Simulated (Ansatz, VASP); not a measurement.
Two plane-wave programs on CuAu3

```
Au Cu
1.0
     4.05806    0.00000    0.00000
     0.00000    4.05806    0.00000
     0.00000    0.00000    4.05806
Au Cu
3 1
Direct
  0.50000 0.50000 0.00000
  0.50000 0.00000 0.50000
  0.00000 0.50000 0.50000
  0.00000 0.00000 0.00000
```

Change from the starting cell: volume scaled by 1.06.

Alike in both runs: task single point; functional PBEsol; k mesh 7 × 7 × 7; occupations fermi-dirac, width 0.05 eV; no spin polarisation.

|  | VASP | Ansatz |
| --- | --- | --- |
| version | VASP 6.6.1 | Ansatz 0.2.0 |
| potentials or method | VASP PAW PBE potentials, release 64 (Au, Cu) | Ansatz PAW |
| plane-wave cutoff (eV) | 520 | 420 |
| valence electrons in the cell | 44 | 76 |

VASP gave:

```
gap on the k mesh at the Fermi level (eV) : none
pressure (GPa)                            : -9.4
```

Which values does Ansatz return?

gap on the k mesh at the Fermi level (eV): none; pressure (GPa): -9.3.

A gap of «none» marks a metal or a gap that the smearing closes. The two sets of potentials don't hold the same shells in valence.

Caveats: the PAW data sets were made with another functional, which shifts forces and pressure a little (VASP); the PAW data sets come from PBE, with cores solved anew for the run's functional, which leaves a small shift of forces and pressure (Ansatz). The runs have no spin-orbit coupling, so splittings on Au are missing.
